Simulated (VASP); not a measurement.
Write the native input for VASP 6.6.1 that does the following.

* Task: single point
* Functional: PBEsol
* Potentials or basis: VASP PAW PBE potentials, release 64 (Ge_d)
* Cutoff: 520 eV
* k mesh: 20 × 20 × 20
* Occupations: gaussian, width 0.1 eV
* Spin: no spin polarisation
* Dipole correction: no
* Further INCAR settings: ALGO = Normal; EDIFF = 1e-06; NBANDS = 13

The structure of Ge lies in POSCAR:

```
Ge
1.0
    2.6673358527      0.0000000000      0.0000000000
    0.0000000000      2.6673358527      0.0000000000
    0.0000000000      0.0000000000      2.6673358527
Ge
1
Direct
    0.5000000000      0.5000000000      0.5000000000
```

The cell was built by a generator and needn't be a form met in nature.

The input as run:

INCAR

```
PREC     = Accurate       # precision mode
ENCUT    = 520            # plane-wave cutoff, eV
EDIFF    = 1E-6           # SCF threshold, eV
ISMEAR   = 0              # smearing method
SIGMA    = 0.1            # smearing width, eV
LREAL    = F              # projectors in reciprocal space
LASPH    = T              # aspherical terms in the spheres
NELM     = 100            # most SCF steps
ALGO     = Normal         # electronic algorithm
ISIF     = 2              # what is computed and relaxed
LWAVE    = F              # write WAVECAR
LCHARG   = F              # write CHGCAR
GGA      = PS             # functional
NBANDS   = 13             # bands
```

KPOINTS

```
Automatic mesh
0
Gamma
  20 20 20
```

Potentials or basis: VASP PAW PBE potentials, release 64 (Ge_d).

Command:

```console
$ cat potpaw_PBE.64/Ge_d/POTCAR > POTCAR
$ mpirun -np 1 vasp_std > vasp.out
```

It gave:

The pressure is -0.1 GPa and the band gap on the k mesh is none (metal or under the smearing width).

Caveat: the PAW data sets were made with another functional, which shifts forces and pressure a little.

Wall time 31 s on 1 thread of Intel(R) Xeon(R) Platinum 8488C (Sapphire Rapids), on a shared host, peak memory 0.18 GiB.
